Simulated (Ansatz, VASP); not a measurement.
**LiTa2O5: VASP beside Ansatz**

```
Li Ta O
1.0
     5.75108    0.00000    0.00000
    -2.87554    4.98059    0.00000
     0.00000    0.00000    3.90130
Li Ta O
1 2 5
Direct
  0.00000 0.00000 0.00000
  0.33333 0.66667 0.50000
  0.66667 0.33333 0.50000
  0.33333 0.66667 0.00000
  0.00000 0.31582 0.50000
  0.68418 0.68418 0.50000
  0.31582 0.00000 0.50000
  0.66667 0.33333 0.00000
```

Alike in both runs: functional PBE; k mesh 12 × 12 × 10; occupations gaussian, width 0.1 eV; no spin polarisation.

Ansatz relaxed the structure, and its values are those at the end. VASP's run is a single point on that final structure, the one shown.

|  | VASP | Ansatz |
| --- | --- | --- |
| version | VASP 6.6.1 | Ansatz 0.2.0 |
| potentials or method | VASP PAW PBE potentials, release 64 (Li_sv, Ta_pv, O) | scalar-relativistic, plane waves, PAW |
| plane-wave cutoff (eV) | 520 | 420 |
| valence electrons in the cell | 55 | 59 |

Ansatz gave:

```
gap on the k mesh at the Fermi level (eV) : none
rms of the force components (eV/Å)        : 0.000
```

Task: Estimate VASP's values.

Result: gap on the k mesh at the Fermi level (eV): none; rms of the force components (eV/Å): 0.031.

A gap of «none» marks a metal or a gap that the smearing closes. The two sets of potentials don't hold the same shells in valence.

Caveats: an odd number of electrons without spin polarisation forces a metal; a magnetic or distorted state may lie lower. Spin-orbit coupling is left out, which matters for the levels of Ta.
